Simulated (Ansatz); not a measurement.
# One atom moved over a plane in WC

Level of theory: Ansatz, DFT PBE, scalar-relativistic, plane waves, PAW. The runs took a 420 eV cutoff, a Γ-centred 24×24×22 mesh and Gaussian smearing (0.15 eV). Spin–orbit coupling is left out, which can shift energies with elements as heavy as these. No spin polarisation. Energies are free energies at this smearing, counted from the undisturbed cell; pressure is positive in compression.

Zero of the scan (relaxed at this level):

```xyz
2
Lattice="2.9218 0.0000 0.0000 -1.4609 2.5303 0.0000 0.0000 0.0000 2.8471" Properties=species:S:1:pos:R:3 pbc="T T T"
W     2.9218    0.0000    0.0000
C     1.4609    0.8434    1.4235
```

Atom 1 (W) is moved by p along (1.000, 0.000, 0.000) and q along (0.000, 0.000, 1.000) (Å), all else fixed. Points are written (p, q).

Energy above the undisturbed cell in eV/cell (a dash: not computed):

| p \ q | -0.300 | -0.150 | 0.000 | 0.150 | 0.300 |
| --- | --- | --- | --- | --- | --- |
| -0.300 | 1.48 | 0.85 | 0.65 | 0.85 | 1.48 |
| -0.150 | 0.86 | 0.33 | 0.17 | 0.33 | 0.86 |
| 0.000 | 0.65 | 0.15 | 0.00 | 0.15 | 0.65 |
| 0.150 | 0.86 | 0.33 | 0.17 | 0.33 | 0.86 |
| 0.300 | 1.48 | 0.85 | 0.65 | 0.85 | 1.48 |

Pressure in GPa:

```
 p \ q  -0.300  -0.150  0.000  0.150  0.300
-0.300    34.4    18.5   13.1   18.5   34.4
-0.150    22.9     8.3    3.3    8.3   22.9
 0.000    19.1     4.8    0.0    4.8   19.1
 0.150    22.9     8.3    3.3    8.3   22.9
 0.300    34.4    18.5   13.1   18.5   34.4
```